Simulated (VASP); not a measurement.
## LiH (strained rocksalt), r²SCAN single-point calculation: Ansatz's output and VASP's

```
Li H
1.0
     0.00000    1.96293    1.96293
     1.96293    0.00000    1.96293
     1.96293    1.96293    0.00000
Li H
1 1
Direct
  0.00000 0.00000 0.00000
  0.50000 0.50000 0.50000
```

Ansatz printed

```
SCF 1 converged in 6 iterations: F = -222.009428 eV  dr2 = 5.68e-10
  greatest PAW one-centre occupation: 0.999 electrons in one spin orbital (limit 2), on the Li atom at site 0 (counted from 0), in its partial waves of l = 0
NSCF: frozen V_eff on 7 k-points
SCF converged after 6 iterations
Free energy (F): -222.009428 eV
Harris-Foulkes:  -222.009428 eV  (|F-HF|=1.49e-10)
Internal energy: -222.009428 eV  (E = F + TS)
E sigma→0 (E₀):  -222.009428 eV
Fermi energy:    0.779543 eV
--- Per-component energies (eV) ---
  E_band       = -92.751049
  E_kinetic    = 36.809860
  E_local      = -122.577973  (includes V_loc(G=0)·N_el)
  E_nonlocal   = -31.700900
  E_hartree    = 34.243147
  E_xc         = -20.315165
  E_vxc        = -28.482782  (∫ρ·V_xc dr)
  E_paw        = -22.393101  (= ΣΔE_a)
  E_vpaw       = -16.678702  (= ΣTr[D̂ρ^β])
  E_aug_tail   = -0.000475  (compensation charges beyond the density's cutoff)
  E_vtau       = 1.393632  (kinetic-family band-sum trace: ∫τ·v_τ [+ j·A + Jᵃ·Aᵃ] dr)
  E_ewald      = -96.074820
  E_smearing   = -0.000000  (= −TS)
  E_closure    = 0.000000  (closes the sum)
  Σ components = -222.009428   (vs F -222.009428, Δ=0.00e0)
--- Forces (eV/Å), atoms counted from 1 ---
  atom   1  Li    -0.00000000     0.00000000     0.00000000
  atom   2  H      0.00000000    -0.00000000     0.00000000
  max |Σ_I F_I| component: 1.09e-30 eV/Å
--- Stress (GPa, compression-positive) ---
        2.405457       0.000000       0.000000
        0.000000       2.405457       0.000000
        0.000000      -0.000000       2.405457
  P = ⅓ Tr σ = 2.4055 GPa (24.055 kbar)
--- Band table (eV; the first three rows and the last of 47) ---
  k-point 0: bands = ["-44.7429", "-4.9914", "19.1646", "20.6302", "20.6302", "20.6302"]
  k-point 1: bands = ["-44.7374", "-4.8016", "17.1981", "19.7915", "20.1957", "20.1957"]
  k-point 2: bands = ["-44.7232", "-4.2472", "13.4883", "18.4610", "19.5189", "19.5189"]
  k-point 46: bands = ["-44.6685", "0.5523", "5.9566", "7.9213", "13.8955", "20.6691"]
```

The two codes use different PAW datasets and cutoffs. VASP's cell holds 4 valence electrons and Ansatz's 4. Ansatz's stress includes a Pulay correction; VASP's doesn't.

Task: What does VASP give for the same cell and level of theory?

Result: gap between bands v and c 3.54 eV; least direct gap 3.54 eV; pressure 2.2 GPa.

From OUTCAR

```
k-points           NKPTS =     47   k-points in BZ     NKDIM =     47   number of bands    NBANDS=      9

   NELECT =       4.0000    total number of electrons

   dimension x,y,z NGX =    24 NGY =   24 NGZ =   24
   dimension x,y,z NGXF=    48 NGYF=   48 NGZF=   48

  energy-cutoff  :      520.00
  volume of cell :       15.13
      direct lattice vectors                 reciprocal lattice vectors
     0.000000000  1.962934944  1.962934944    -0.254720617  0.254720617  0.254720617
     1.962934944  0.000000000  1.962934944     0.254720617 -0.254720617  0.254720617
     1.962934944  1.962934944  0.000000000     0.254720617  0.254720617 -0.254720617

 k-points in reciprocal lattice and weights: KPOINTS created by Atomic Simulation Env
   0.00000000  0.00000000  0.00000000       0.001
   0.10000000  0.00000000  0.00000000       0.008
   0.20000000  0.00000000  0.00000000       0.008
   0.30000000  0.00000000  0.00000000       0.008
   0.40000000  0.00000000  0.00000000       0.008
   0.50000000  0.00000000  0.00000000       0.004
   0.10000000  0.10000000  0.00000000       0.006
   0.20000000  0.10000000  0.00000000       0.024
   ...

 E-fermi :   0.2343

 k-point     1 :       0.0000    0.0000    0.0000
  band No.  band energies     occupation
      1     -45.5585      2.00000
      2      -5.5868      2.00000
      3      18.5951      0.00000
      4      20.1869      0.00000
      5      20.1869      0.00000
      6      20.1876      0.00000
      7      24.7235      0.00000
      8      24.7235      0.00000
      9      24.7237      0.00000

 k-point     2 :       0.1000    0.0000    0.0000
  band No.  band energies     occupation
      1     -45.5530      2.00000
      2      -5.4031      2.00000
      3      16.6258      0.00000
      4      19.2197      0.00000
      5      19.7089      0.00000
      6      19.7095      0.00000
      7      24.5024      0.00000
      8      25.7560      0.00000
      9      25.7562      0.00000

 k-point     3 :       0.2000    0.0000    0.0000
  band No.  band energies     occupation
      1     -45.5388      2.00000
      2      -4.8658      2.00000
      3      12.8832      0.00000
      4      17.8468      0.00000
      5      18.9902      0.00000
      6      18.9907      0.00000
      7      25.5620      0.00000
      8      25.5622      0.00000
      9      25.6182      0.00000

 k-point     4 :       0.3000    0.0000    0.0000
  band No.  band energies     occupation
      1     -45.5212      2.00000
      2      -4.0448      2.00000
      3       9.4459      0.00000
      4      16.6651      0.00000
      5      18.6107      0.00000
      6      18.6112      0.00000
      7      23.1566      0.00000
      8      23.1568      0.00000
      9      27.4140      0.00000

 k-point     5 :       0.4000    0.0000    0.0000
  band No.  band energies     occupation
      1     -45.5071      2.00000
      2      -3.1551      2.00000
      3       6.9221      0.00000
      4      15.8908      0.00000
      5      18.6675      0.00000
      6      18.6682      0.00000
      7      21.3646      0.00000
      8      21.3646      0.00000
      9      29.4790      0.00000

 k-point     6 :       0.5000    0.0000    0.0000
  band No.  band energies     occupation
      1     -45.5017      2.00000
      2      -2.7169      2.00000
      3       5.9325      0.00000
      4      15.6246      0.00000
      5      18.8803      0.00000
      6      18.8811      0.00000
      7      20.5687      0.00000
      8      20.5688      0.00000
      9      30.6693      0.00000

 k-point     7 :       0.1000    0.1000    0.0000
  band No.  band energies     occupation
      1     -45.5512      2.00000
      2      -5.3381      2.00000
      3      16.9801      0.00000
      4      18.2331      0.00000
      5      18.2334      0.00000
      6      21.3412      0.00000
      7      21.9396      0.00000
      8      27.4245      0.00000
      9      27.4571      0.00000

 k-point     8 :       0.2000    0.1000    0.0000
  band No.  band energies     occupation
      1     -45.5400      2.00000
      2      -4.9078      2.00000
      3      14.1072      0.00000
      4      16.8480      0.00000
      5      17.0949      0.00000
      6      21.0662      0.00000
      7      22.4036      0.00000
      8      25.6739      0.00000
      9      28.9709      0.00000

 k-point     9 :       0.3000    0.1000    0.0000
  band No.  band energies     occupation
      1     -45.5236      2.00000
      2      -4.1559      2.00000
      3      10.5456      0.00000
      4      15.4843      0.00000
      5      16.4693      0.00000
      6      20.1828      0.00000
      7      23.9370      0.00000
      8      24.8412      0.00000
      9      26.7249      0.00000

 ...

  Total        0.2036107      0.2036107      0.2036107      0.0000000     -0.0000000     -0.0000000
  in kB       21.5656924     21.5656924     21.5656924      0.0000000     -0.0000000     -0.0000000
  external PRESSURE =      21.5656924 kB  Pullay stress =       0.0000000 kB

 POSITION                                       TOTAL-FORCE (eV/Angst)
 -----------------------------------------------------------------------------------
      0.00000      0.00000      0.00000         0.000000     -0.000000      0.000000
      1.96293      1.96293      1.96293         0.000000      0.000000      0.000000
 -----------------------------------------------------------------------------------
    total drift:                                0.000000     -0.000000     -0.000000

  FREE ENERGIE OF THE ION-ELECTRON SYSTEM (eV)
  ---------------------------------------------------
  free  energy   TOTEN  =        -6.8111467655 eV

  energy  without entropy=       -6.8111467655  energy(sigma->0) =       -6.81114677
```
